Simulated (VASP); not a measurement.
The system is CdSe.

```xyz
2
Lattice="0.0000 3.0462 3.0462 3.0462 0.0000 3.0462 3.0462 3.0462 0.0000" Properties=species:S:1:pos:R:3 pbc="T T T"
Cd    0.0000    0.0000    0.0000
Se    4.5693    4.5693    4.5693
```

Measurements of this composition are mostly on another form, of space group No. 186.

Base run:

- Program: VASP 6.6.1
- Functional: HSE06
- Potentials or basis: VASP PAW PBE potentials, release 64 (Cd, Se)
- Cutoff: 520 eV
- k mesh: 6 × 6 × 6
- Occupations: gaussian, width 0.03 eV
- Spin: no spin polarisation

Its results: band gap on the k mesh 1.56 eV, direct; pressure 1.6 GPa.

Q: The run is repeated on the same cell with these changes: functional from HSE06 to PBE0. What comes out?

A: Band gap on the k mesh 2.15 eV, direct; pressure 1.4 GPa.

Caveats: the PAW data sets were made with another functional, which shifts forces and pressure a little.
